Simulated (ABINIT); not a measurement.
# InP (F-43m) in ABINIT: further runs

One crystal, InP, is run at these levels: BLYP, PBE; tasks: band structure, equation of state.

Program: ABINIT 10.8.3 (patched build). These are calculated values, not measurements. Logs are shortened: lines on timing, memory, paths and dates and some standing lists are left out, and cuts for length are marked. The log counts tension as positive stress, the text compression.

**What was measured.**

From a printed reference work, data compilation, for a bulk crystal of InP: band gap 1.4236 eV (direct) at 1.6 K; bulk modulus 71 GPa.

The results are compared with them further down.

### Step 1. The structure

It takes space group F-43m (No. 216, cubic). Conventional cell: a = 5.861 Å, b = 5.861 Å, c = 5.861 Å, α = 90.00°, β = 90.00°, γ = 90.00°. Around In (site symmetry -43m) lie 4 P at 2.54 Å. P (site symmetry -43m) is surrounded by 4 In at 2.54 Å.

### Step 2. Band structure, BLYP, spin-orbit coupling, no magnetisation

The input, run.abi:

```
# Datasets: ground state, then fixed potential
ndtset 2

# Pseudopotentials
pp_dirpath "./"
pseudos "In.GGA_PBE-JTH.xml, P.GGA_PBE-JTH.xml"

# Structure
acell 7.83169184 7.83169184 7.83169184
rprim
     0.0000000000     0.7071067812     0.7071067812
     0.7071067812     0.0000000000     0.7071067812
     0.7071067812     0.7071067812     0.0000000000
ntypat 2
znucl 49 15
natom 2
typat 1 2
xred
     0.0000000000     0.0000000000     0.0000000000
     0.7500000000     0.7500000000     0.7500000000

# Plane-wave basis
ecut 22.0
pawecutdg 44.0
pawxcdev 0

# Exchange and correlation
ixc -106131

# Bands and occupations
occopt 3
tsmear 0.05 eV

# Spin
nspinor 2
nspden 1
pawspnorb 1

# SCF cycle
nstep 100

# Output
iomode 3
prtwf 0
prteig 0
prtebands 0
enunit 1
prtden1 1

# Dataset 1
kptopt1 4
ngkpt1 8 8 8
nshiftk1 1
shiftk1 0.0 0.0 0.0
nband1 26
tolvrs1 1.0e-9

# Dataset 2: bands along G-X-W-K-G-L-U-W-L-K
iscf2 -2
getden2 1
nband2 38
nbdbuf2 8
tolwfr2 1.0e-11
kptopt2 -9
ndivsm2 5
prteig2 1
prtvol2 -3
kptbounds2
     0.0000000000     0.0000000000     0.0000000000
     0.5000000000     0.0000000000     0.5000000000
     0.5000000000     0.2500000000     0.7500000000
     0.3750000000     0.3750000000     0.7500000000
     0.0000000000     0.0000000000     0.0000000000
     0.5000000000     0.5000000000     0.5000000000
     0.6250000000     0.2500000000     0.6250000000
     0.5000000000     0.2500000000     0.7500000000
     0.5000000000     0.5000000000     0.5000000000
     0.3750000000     0.3750000000     0.7500000000
```

Potentials or basis: JTH PAW PBE v2.0.

Launch:

```console
> abinit run.abi > log 2>&1
```

run.abo:

```text
.Version 10.8.3 of ABINIT
 DATASET    1 : space group F2 3 (#196); Bravais cF (face-center cubic)
================================================================================
 Values of the parameters that define the memory need for DATASET  1.
     intxc =       0    ionmov =       0      iscf =      17    lmnmax =      18
     lnmax =       6     mgfft =      36  mpssoang =       3    mqgrid =    3001
     natom =       2  nloc_mem =       2    nspden =       1   nspinor =       2
    nsppol =       1      nsym =      12    n1xccc =       1    ntypat =       2
    occopt =       3   xclevel =       2
       mpw =        1700          nfft =       46656          nkpt =          52
 PAW method is used; the additional fine FFT grid is defined by:
   mgfftf=        48    nfftf =    110592
================================================================================
================================================================================

 DATASET    2 : space group F2 3 (#196); Bravais cF (face-center cubic)
================================================================================
 Values of the parameters that define the memory need for DATASET  2.
     intxc =       0    ionmov =       0      iscf =      -2    lmnmax =      18
     lnmax =       6     mgfft =      36  mpssoang =       3    mqgrid =    3001
     natom =       2  nloc_mem =       2    nspden =       1   nspinor =       2
    nsppol =       1      nsym =      12    n1xccc =       1    ntypat =       2
    occopt =       3   xclevel =       2
       mpw =        1700          nfft =       46656          nkpt =          87
 PAW method is used; the additional fine FFT grid is defined by:
   mgfftf=        48    nfftf =    110592
================================================================================
================================================================================

--------------------------------------------------------------------------------
------------- Echo of variables that govern the present computation ------------
--------------------------------------------------------------------------------
 -outvars: echo values of preprocessed input variables --------
            acell      7.8316918400E+00  7.8316918400E+00  7.8316918400E+00 Bohr
              amu      1.14820000E+02  3.09737620E+01
[... 1443 lines left out ...]
- [  0.0000E+00,   0.0000E+00,   0.0000E+00, In]
- [  7.5000E-01,   7.5000E-01,   7.5000E-01,  P]
cartesian_forces: null
force_length_stats: {min: null, max: null, mean: null, }
...

 Integrated electronic density in atomic spheres:
 ------------------------------------------------
 Atom  Sphere_radius  Integrated_density
    1        2.50645         11.27039451
    2        1.60765          1.61340168

================================================================================

 ----iterations are completed or convergence reached----

 Mean square residual over all n,k,spin=   46.039E-13; max=  99.856E-13
 reduced coordinates (array xred) for    2 atoms
       0.000000000000      0.000000000000      0.000000000000
       0.750000000000      0.750000000000      0.750000000000

 cartesian coordinates (angstrom) at end:
    1      0.00000000000000     0.00000000000000     0.00000000000000
    2      4.39574999711065     4.39574999711065     4.39574999711065
 length scales=  7.831691840000  7.831691840000  7.831691840000 bohr
              =  4.144352841731  4.144352841731  4.144352841731 angstroms
 Eigenvalues (   eV  ) for nkpt=  87  k points:
 kpt#   1, nband= 38, wtk=  1.00000, kpt=  0.0000  0.0000  0.0000 (reduced coord)
  -9.58532   -9.58532   -9.58532   -9.58532   -8.80669   -8.80669   -8.70529   -8.70529
  -8.70529   -8.70529   -6.43922   -6.43922    5.02777    5.02777    5.12627    5.12627
   5.12627    5.12627    5.68226    5.68226    8.87985    8.87985    9.34817    9.34817
   9.34817    9.34817   13.85281   13.85281   14.65082   14.65082   14.65082   14.65082
  16.42399   16.42399   16.48274   16.48274   16.48274   16.48274
 kpt#   2, nband= 38, wtk=  1.00000, kpt=  0.0357  0.0000  0.0357 (reduced coord)
  -9.58644   -9.58644   -9.58422   -9.58422   -8.80695   -8.80695   -8.70650   -8.70650
  -8.70428   -8.70428   -6.41958   -6.41958    4.77231    4.77231    5.01681    5.01681
   5.07633    5.07633    5.99427    5.99427    8.90088    8.90088    9.33437    9.33437
   9.41336    9.41336   13.95867   13.95867   14.42149   14.42149   14.66298   14.66298
  16.48048   16.48048   16.52507   16.52507   16.62546   16.62546
 kpt#   3, nband= 38, wtk=  1.00000, kpt=  0.0714  0.0000  0.0714 (reduced coord)
  -9.58852   -9.58852   -9.58235   -9.58235   -8.80786   -8.80786   -8.70764   -8.70764
  -8.70356   -8.70356   -6.36108   -6.36108    4.28053    4.28053    4.87274    4.87274
   4.93746    4.93746    6.47796    6.47796    8.86438    8.86438    9.39778    9.39778
   9.59899    9.59899   13.90041   13.90041   14.28145   14.28145   14.69745   14.69745
[... 491 lines left out ...]
  12.06511   12.10873   13.49252   13.66331   14.89350   14.92232   17.76761   17.79174
  18.54351   18.63778   19.30505   19.30885   20.19016   20.22780
 kpt#  86, nband= 38, wtk=  1.00000, kpt=  0.3889  0.3889  0.7222 (reduced coord)
  -9.66320   -9.60711   -9.55138   -9.53103   -8.89575   -8.77520   -8.71085   -8.70941
  -8.67951   -8.66263   -4.14854   -4.14423   -0.51228   -0.50160    1.77563    1.86503
   3.25507    3.26511    7.62056    7.63002    9.79430    9.79735   12.22336   12.29276
  12.43072   12.45453   13.25765   13.43731   14.92073   14.94966   18.01482   18.10860
  19.13080   19.15960   19.24525   19.24812   20.04832   20.10465
 kpt#  87, nband= 38, wtk=  1.00000, kpt=  0.3750  0.3750  0.7500 (reduced coord)
  -9.66426   -9.60917   -9.54989   -9.53091   -8.89443   -8.77912   -8.70811   -8.70364
  -8.68209   -8.66120   -4.09870   -4.09547   -0.55637   -0.54559    1.79793    1.88746
   3.16270    3.17239    7.53780    7.54521    9.49856    9.51793   12.54002   12.59169
  12.74459   12.74470   13.24963   13.45175   15.07119   15.09972   17.93951   18.05801
  18.96312   18.96479   19.58534   19.61037   20.01433   20.13024

== END DATASET(S) ==============================================================
================================================================================

 -outvars: echo values of variables after computation  --------
            acell      7.8316918400E+00  7.8316918400E+00  7.8316918400E+00 Bohr
           etotal1    -6.4602132774E+01
            fcart1    -0.0000000000E+00 -0.0000000000E+00 -0.0000000000E+00
                      -0.0000000000E+00 -0.0000000000E+00 -0.0000000000E+00
            rprim      0.0000000000E+00  7.0710678120E-01  7.0710678120E-01
                       7.0710678120E-01  0.0000000000E+00  7.0710678120E-01
                       7.0710678120E-01  7.0710678120E-01  0.0000000000E+00
           strten1    -2.2672336998E-04 -2.2672336998E-04 -2.2672336998E-04
                       0.0000000000E+00  0.0000000000E+00  0.0000000000E+00
           xangst      0.0000000000E+00  0.0000000000E+00  0.0000000000E+00
                       4.3957499971E+00  4.3957499971E+00  4.3957499971E+00
             xred      0.0000000000E+00  0.0000000000E+00  0.0000000000E+00
                       7.5000000000E-01  7.5000000000E-01  7.5000000000E-01
 Calculation completed.
```

It took 5.7 min on 1 thread of Arm Neoverse V2, shared host; peak memory 0.27 GiB.

Results:

- Free energy: -1757.9136 eV
- Pressure: 6.7 GPa
- Band gap on the k mesh: 0.56 eV, direct
- Band gap along the path: 0.56 eV, direct
- Valence electrons inside the program's atomic spheres: In 11.27; P 1.61

Levels at the corners of the path, in eV from the valence-band top:
| point | band 14 | band 15 | band 16 | band 17 | band 18 | band 19 | band 20 | band 21 | band 22 | band 23 |
| --- | --- | --- | --- | --- | --- | --- | --- | --- | --- | --- |
| Γ | -0.10 | 0.00 | 0.00 | 0.00 | 0.00 | 0.56 | 0.56 | 3.75 | 3.75 | 4.22 |
| X | -5.81 | -2.39 | -2.39 | -2.29 | -2.29 | 1.87 | 1.87 | 2.30 | 2.30 | 9.18 |
| W | -5.67 | -3.02 | -2.93 | -2.88 | -2.84 | 4.26 | 4.29 | 4.38 | 4.39 | 5.41 |
| K | -5.67 | -3.33 | -3.24 | -1.96 | -1.95 | 2.41 | 2.42 | 4.37 | 4.39 | 7.41 |
| Γ | -0.10 | 0.00 | 0.00 | 0.00 | 0.00 | 0.56 | 0.56 | 3.75 | 3.75 | 4.22 |
| L | -5.76 | -1.06 | -1.06 | -0.95 | -0.95 | 1.43 | 1.43 | 4.74 | 4.74 | 4.92 |
| U | -5.67 | -3.33 | -3.24 | -1.96 | -1.95 | 2.41 | 2.42 | 4.37 | 4.39 | 7.41 |
| W | -5.67 | -3.02 | -2.93 | -2.88 | -2.84 | 4.26 | 4.29 | 4.38 | 4.39 | 5.41 |
| L | -5.76 | -1.06 | -1.06 | -0.95 | -0.95 | 1.43 | 1.43 | 4.74 | 4.74 | 4.92 |
| K | -5.67 | -3.33 | -3.24 | -1.96 | -1.95 | 2.41 | 2.42 | 4.37 | 4.39 | 7.41 |

Caveat: the PAW data sets were made with another functional, which shifts forces and pressure a little.

### Step 3. Equation of state, PBE

The input, run.abi:

```
# Datasets: one volume each
ndtset 7
getwfk -1
scalecart1 3*0.9795861087
scalecart2 3*0.9864848297
scalecart3 3*0.9932883884
scalecart4 3*1.0000000000
scalecart5 3*1.0066227096
scalecart6 3*1.0131594038
scalecart7 3*1.0196128224

# Pseudopotentials
pp_dirpath "./"
pseudos "49_In_13_2.5_3.1_pbe_n_v1.0.psp8, 15_P_5_1.8_1.9_pbe_n_v1.0.psp8"

# Structure
acell 3*1.0
rprim
     0.0000000000     5.5378424082     5.5378424082
     5.5378424082     0.0000000000     5.5378424082
     5.5378424082     5.5378424082     0.0000000000
ntypat 2
znucl 49 15
natom 2
typat 1 2
xred
     0.0000000000     0.0000000000     0.0000000000
     0.7500000000     0.7500000000     0.7500000000

# Plane-wave basis
ecut 22.0

# k points
kptopt 1
ngkpt 8 8 8
nshiftk 1
shiftk 0.0 0.0 0.0

# Exchange and correlation
ixc 11

# Bands and occupations
nband 13
occopt 3
tsmear 0.05 eV

# SCF cycle
nstep 100
tolvrs 1.0e-10

# Output
iomode 3
prtwf 1
prtden 0
prteig 0
prtebands 0
```

Potentials or basis: SPMS NC PBE v1.0.

Launch:

```console
> abinit run.abi > log 2>&1
```

run.abo:

```text
.Version 10.8.3 of ABINIT
 DATASET    1 : space group F-4 3 m (#216); Bravais cF (face-center cubic)
================================================================================
 Values of the parameters that define the memory need for DATASET  1.
     intxc =       0    ionmov =       0      iscf =       7    lmnmax =       6
     lnmax =       6     mgfft =      36  mpssoang =       3    mqgrid =    3001
     natom =       2  nloc_mem =       1    nspden =       1   nspinor =       1
    nsppol =       1      nsym =      24    n1xccc =    2501    ntypat =       2
    occopt =       3   xclevel =       2
       mpw =        1588          nfft =       46656          nkpt =          29
================================================================================
================================================================================
[... 61 lines left out ...]
 DATASET    7 : space group F-4 3 m (#216); Bravais cF (face-center cubic)
================================================================================
 Values of the parameters that define the memory need for DATASET  7.
     intxc =       0    ionmov =       0      iscf =       7    lmnmax =       6
     lnmax =       6     mgfft =      36  mpssoang =       3    mqgrid =    3001
     natom =       2  nloc_mem =       1    nspden =       1   nspinor =       1
    nsppol =       1      nsym =      24    n1xccc =    2501    ntypat =       2
    occopt =       3   xclevel =       2
       mpw =        1797          nfft =       46656          nkpt =          29
================================================================================
================================================================================
[... 1200 lines left out ...]
           etotal2    -6.8384548968E+01
           etotal3    -6.8385932196E+01
           etotal4    -6.8386927888E+01
           etotal5    -6.8387575164E+01
           etotal6    -6.8387910028E+01
           etotal7    -6.8387964437E+01
            fcart1    -0.0000000000E+00 -0.0000000000E+00 -0.0000000000E+00
                      -0.0000000000E+00 -0.0000000000E+00 -0.0000000000E+00
            fcart2     6.1610983962E-30  6.1610983962E-30 -1.8483295189E-29
                      -6.1610983962E-30 -6.1610983962E-30  1.8483295189E-29
            fcart3     4.8951182139E-29  4.8951182139E-29 -1.4685354642E-28
                      -4.8951182139E-29 -4.8951182139E-29  1.4685354642E-28
            fcart4    -4.8622640817E-29 -4.8622640817E-29  1.4586792245E-28
                       4.8622640817E-29  4.8622640817E-29 -1.4586792245E-28
            fcart5     9.6605491518E-29  9.6605491518E-29 -2.8981647455E-28
                      -9.6605491518E-29 -9.6605491518E-29  2.8981647455E-28
[... 38 lines left out ...]
                       0.0000000000E+00  0.0000000000E+00  0.0000000000E+00
           xangst1     0.0000000000E+00  0.0000000000E+00  0.0000000000E+00
                       4.3060156344E+00  4.3060156344E+00  4.3060156344E+00
           xangst2     0.0000000000E+00  0.0000000000E+00  0.0000000000E+00
                       4.3363406872E+00  4.3363406872E+00  4.3363406872E+00
           xangst3     0.0000000000E+00  0.0000000000E+00  0.0000000000E+00
                       4.3662474303E+00  4.3662474303E+00  4.3662474303E+00
           xangst4     0.0000000000E+00  0.0000000000E+00  0.0000000000E+00
                       4.3957499970E+00  4.3957499970E+00  4.3957499970E+00
           xangst5     0.0000000000E+00  0.0000000000E+00  0.0000000000E+00
                       4.4248617727E+00  4.4248617727E+00  4.4248617727E+00
           xangst6     0.0000000000E+00  0.0000000000E+00  0.0000000000E+00
                       4.4535954462E+00  4.4535954462E+00  4.4535954462E+00
           xangst7     0.0000000000E+00  0.0000000000E+00  0.0000000000E+00
                       4.4819630610E+00  4.4819630610E+00  4.4819630610E+00
             xred      0.0000000000E+00  0.0000000000E+00  0.0000000000E+00
                       7.5000000000E-01  7.5000000000E-01  7.5000000000E-01
 Calculation completed.
```

Run time: 62 s. Hardware: 1 thread of AMD EPYC 9R45 (Zen 5), shared host; peak memory 0.11 GiB.

Results:

- Equilibrium volume: 26.53 Å³/atom
- Bulk modulus: 59 GPa
- Pressure derivative of the bulk modulus: 4.6

Energy against volume, from the lowest point:
```
volume (Å³/atom)  energy (meV/atom)
          23.657              71.16
          24.160              46.47
          24.663              27.65
          25.167              14.10
          25.670               5.30
          26.173               0.74
          26.677               0.00
```

Caveat: pressures at fixed basis lie under the slope of the energies.

### Step 4. Comparison with measurements

Step 2. Against the measured gap of InP, 1.4236 eV (direct; 1.6 K; a printed reference work, data compilation), the calculated 0.56 eV is off by -0.87 eV. The value is that of BLYP, without temperature or zero-point motion. Semilocal functionals fall short of measured gaps as a rule.

Step 3. A measured bulk modulus of InP is 71 GPa (a printed reference work, data compilation); the calculated 59 GPa misses it by -16.3 %. The fit is for a static lattice scaled at fixed shape and fixed fractional positions.
